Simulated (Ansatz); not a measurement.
# GaSbH2: the cost of one run

Method: DFT PBE, scalar-relativistic, plane waves, PAW, in Ansatz 0.2.0.

The COD entry's cell or inner coordinates are ideal or old and differ from later refinements, so a difference from it is no clean test against experiment.

1 further run of the same task is left out (set aside as unsound or not needed). Runs told in other sessions of the task aren't counted.

## (1) The system as given

Symmetry: F-43m, No. 216, cubic system. Conventional cell: a = 6.214 Å, b = 6.214 Å, c = 6.214 Å, α = 90.00°, β = 90.00°, γ = 90.00°. Ga (site symmetry -43m) is surrounded by 4 Sb at 2.69 Å. Sb (site symmetry -43m) has 4 Ga at 2.69 Å in its first shell of neighbours.

Structure file:

```xyz
2
Lattice="0.0000 3.1069 3.1069 3.1069 0.0000 3.1069 3.1069 3.1069 0.0000" Properties=species:S:1:pos:R:3 pbc="T T T"
Ga    0.0000    0.0000    0.0000
Sb    1.5535    1.5535    1.5535
```

This cell was relaxed beforehand with the same method: volume 29.99 Å³/atom, gap on the mesh none (metal).

## (2) Building the [110] wire, 10 host atoms a period with H caps

The wire is cut from the relaxed crystal, periodic along c with vacuum across. Atoms and period relax; energies count from the bulk, -5133.9200 eV an atom. Each H cap counts from half an H2 molecule (-15.872 eV in a separate run).

The cell holds 5 Ga, 5 Sb, 10 H: a = 18.400 Å, b = 19.000 Å, c = 4.394 Å, α = 90.00°, β = 90.00°, γ = 90.00°.

## (3) Relaxing it

Pressure and volume refer to the whole cell with its vacuum; only the period along c may change.

File input.yaml:

```yaml
crystal:
  lattice:
    - [18.4, 0.0, 0.0]
    - [0.0, 19.0, 0.0]
    - [0.0, 0.0, 4.3938492981]
  atoms:
    - { symbol: Ga, position: [0.5596990394, 0.5430076146, 0.0] }
    - { symbol: Sb, position: [0.5596990394, 0.6247686839, 0.5] }
    - { symbol: Sb, position: [0.5596990394, 0.2977244066, 0.5] }
    - { symbol: Ga, position: [0.4403009606, 0.7065297532, 0.5] }
    - { symbol: Ga, position: [0.4403009606, 0.379485476, 0.5] }
    - { symbol: Sb, position: [0.6790971181, 0.4612465453, 0.0] }
    - { symbol: Ga, position: [0.6790971181, 0.379485476, 0.5] }
    - { symbol: Sb, position: [0.4403009606, 0.4612465453, 0.0] }
    - { symbol: Ga, position: [0.3209028819, 0.5430076146, 0.0] }
    - { symbol: Sb, position: [0.3209028819, 0.6247686839, 0.5] }
    - { symbol: H, position: [0.6355799716, 0.6767302081, 0.5] }
    - { symbol: H, position: [0.5596990394, 0.2457628824, 0.1822355391] }
    - { symbol: H, position: [0.5596990394, 0.2457628824, 0.8177644609] }
    - { symbol: H, position: [0.4403009606, 0.7542371176, 0.7917486571] }
    - { symbol: H, position: [0.4403009606, 0.7542371176, 0.2082513429] }
    - { symbol: H, position: [0.3706325024, 0.3317781116, 0.5] }
    - { symbol: H, position: [0.7549780504, 0.5132080695, 0.0] }
    - { symbol: H, position: [0.7487655764, 0.3317781116, 0.5] }
    - { symbol: H, position: [0.2512344236, 0.4953002503, 0.0] }
    - { symbol: H, position: [0.2450219496, 0.6767302081, 0.5] }
basis:
  ecutwfc: 420
kpoints:
  mp_grid: { grid: [1, 1, 12] }
hamiltonian:
  xc: pbe
scf:
  occupations: { method: gaussian, width: 0.05 }
output:
  forces: true
  stress: true
  eigenvalues: true
  populations: true
  write_density: true
  write_potential: true
  elf: true
  volumetric_format: npy
relax:
  adjacent_minimum: "off"
  f_tol: 0.02
  max_steps: 45
  cell: { fix: [a, b, alpha, beta, gamma], stress_tol: 0.03 }
```

Run with:

```bash
$ ansatz run input.yaml --threads 4 --pin off --max-ram 11264MiB --backend cpu --events-out ev --progress --plain --runs-dir out
```

Q: Estimate wall time and peak memory on 4 threads of Intel Xeon 6975P-C (Granite Rapids), shared host.

About 4.1 min, with a peak of 3.3 GiB.
